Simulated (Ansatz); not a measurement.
# HfO2: the cost of one run

Method: DFT, PBE, plane-wave PAW, default files, scalar-relativistic, frozen cores, as far as a step names no other, in Ansatz 0.2.0.

### 1 The system as given

The structure is monoclinic, space group P2_1/c (No. 14). The conventional cell has a = 5.118 Å, b = 5.186 Å, c = 5.284 Å, α = 90.00°, β = 99.35°, γ = 90.00°. Hf (site symmetry 1) is surrounded by 7 O at 2.04 to 2.24 Å. O (site symmetry 1) has 4 Hf at 2.14 to 2.24 Å as nearest neighbours. Around O (site symmetry 1) lie 3 Hf at 2.04 to 2.15 Å.

Structure file:

```
CELL_PARAMETERS angstrom
5.11800 0.00000 0.00000
0.00000 5.18570 0.00000
-0.85866 0.00000 5.21387
ATOMIC_POSITIONS crystal
Hf 0.27670 0.04188 0.20813
Hf 0.72330 0.54188 0.29187
Hf 0.72330 0.95812 0.79187
Hf 0.27670 0.45812 0.70813
O 0.44655 0.75838 0.48027
O 0.55345 0.25838 0.01973
O 0.55345 0.24162 0.51973
O 0.44655 0.74162 0.98027
O 0.07264 0.33925 0.33895
O 0.92736 0.83925 0.16105
O 0.92736 0.66075 0.66105
O 0.07264 0.16075 0.83895
```

The earlier run gave: gap on the mesh 4.06 eV, largest force 0.001 eV/Å, pressure 4.9 GPa.

Site by site (atoms counted from 1):

```tsv
site	atoms	first shell	V_zz (10²¹ V/m²)	η	C_Q (MHz)
Hf	1, 2, 3, 4	7 O at 2.04–2.24 Å	12.04	0.16	980 (¹⁷⁷Hf)
O5	5, 6, 7, 8	4 Hf at 2.14–2.24 Å	-1.10	1.00	0.677 (¹⁷O)
O9	9, 10, 11, 12	3 Hf at 2.04–2.15 Å	-1.38	0.88	0.854 (¹⁷O)
```

Conventions: |V_zz| ≥ |V_yy| ≥ |V_xx|, η = (V_xx − V_yy)/V_zz, C_Q = eQV_zz/h. Quadrupole moments are those of Pyykkö's year-2017 table.

### 2 Settings changed: magnetization removed

File input.yaml:

```yaml
crystal:
  lattice:
    - [5.118, 0.0, 0.0]
    - [0.0, 5.1857, 0.0]
    - [-0.8586630598, 0.0, 5.2138671406]
  atoms:
    - { symbol: Hf, position: [0.2767007731, 0.0418824066, 0.2081292236] }
    - { symbol: Hf, position: [0.7232992269, 0.5418824066, 0.2918707764] }
    - { symbol: Hf, position: [0.7232992269, 0.9581175934, 0.7918707764] }
    - { symbol: Hf, position: [0.2767007731, 0.4581175934, 0.7081292236] }
    - { symbol: O, position: [0.4465502579, 0.7583828045, 0.4802713727] }
    - { symbol: O, position: [0.5534497421, 0.2583828045, 0.0197286273] }
    - { symbol: O, position: [0.5534497421, 0.2416171955, 0.5197286273] }
    - { symbol: O, position: [0.4465502579, 0.7416171955, 0.9802713727] }
    - { symbol: O, position: [0.0726417556, 0.3392506153, 0.3389491494] }
    - { symbol: O, position: [0.9273582444, 0.8392506153, 0.1610508506] }
    - { symbol: O, position: [0.9273582444, 0.6607493847, 0.6610508506] }
    - { symbol: O, position: [0.0726417556, 0.1607493847, 0.8389491494] }
kpoints:
  mp_grid: { grid: [4, 4, 4] }
scf:
  occupations: { method: fermi_dirac, width: 0.02 }
hamiltonian:
  xc: pbe
  pseudopotentials: { kind: paw, frozen_core: stored }
output:
  forces: true
  stress: true
  populations: true
  efg: { quadrupole_moments_barn: { Hf: 3.365, O: -0.02558 } }
```

Run with:

```console
ansatz run input.yaml --threads 1 --pin off --max-ram 3072MiB --backend cpu --events-out ev --progress --plain --runs-dir out
```

What time and memory should one allow on 1 thread of Intel Xeon 6975P-C (Granite Rapids), shared host?

About 13 s, with a peak of 0.63 GiB.
